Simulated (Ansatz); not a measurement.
## C: equation of state with PBE+D3(BJ)

**What was measured.**

From “Equation of state of cubic boron nitride at high pressures and temperatures”, 2007, arxiv:cond-mat/0702656, for a bulk crystal of C: bulk modulus 442 ± 5 GPa.

The system is C.

```
C
1.0
     0.00000    1.78337    1.78337
     1.78337    0.00000    1.78337
     1.78337    1.78337    0.00000
C
2
Direct
  0.75000 0.75000 0.75000
  0.50000 0.50000 0.50000
```

This isn't the form of C at room conditions, which is graphite.

| Property | Result |
| --- | --- |
| Program | Ansatz 0.2.0 |
| Task | equation of state |
| Functional | PBE |
| Dispersion | D3(BJ) |
| Potentials or basis | Ansatz PAW |
| Cutoff | 420 eV |
| Density cutoff | 1680 eV |
| k mesh | 13 × 13 × 13 |
| Occupations | fermi-dirac, width 0.05 eV |
| Spin | no spin polarisation |

```yaml
Equilibrium_volume: 5.63 Å³/atom
Bulk_modulus: 442 GPa
Pressure_derivative_of_the_bulk_modulus: 3.6
```

Energy against volume, from the lowest point:
| volume (Å³/atom) | energy (meV/atom) |
| --- | --- |
| 5.332 | 22.46 |
| 5.445 | 7.85 |
| 5.558 | 0.62 |
| 5.672 | 0.00 |
| 5.785 | 5.50 |
| 5.899 | 16.50 |
| 6.012 | 32.56 |

All runs of the series together: 4.8 s on 2 threads of Intel(R) Xeon(R) Platinum 8259CL CPU @ 2.50GHz (Skylake/Cascade Lake), on a shared host.

Measured bulk modulus of C: 442 GPa (quoted in “Equation of state of cubic boron nitride at high pressures and temperatures”, 2007, arxiv:cond-mat/0702656). This calculation gives 442 GPa (-0.1 %). 3 values of this kind are on record (442 to 444.8 GPa); this one was drawn at random among those near their median, those with a stated uncertainty first. The fit is for a static lattice scaled at fixed shape and fixed fractional positions. The cell as given is a measured one (5.67 Å³/atom); PBE+D3(BJ) puts the equilibrium volume -0.8 % from it, thermal expansion not counted.
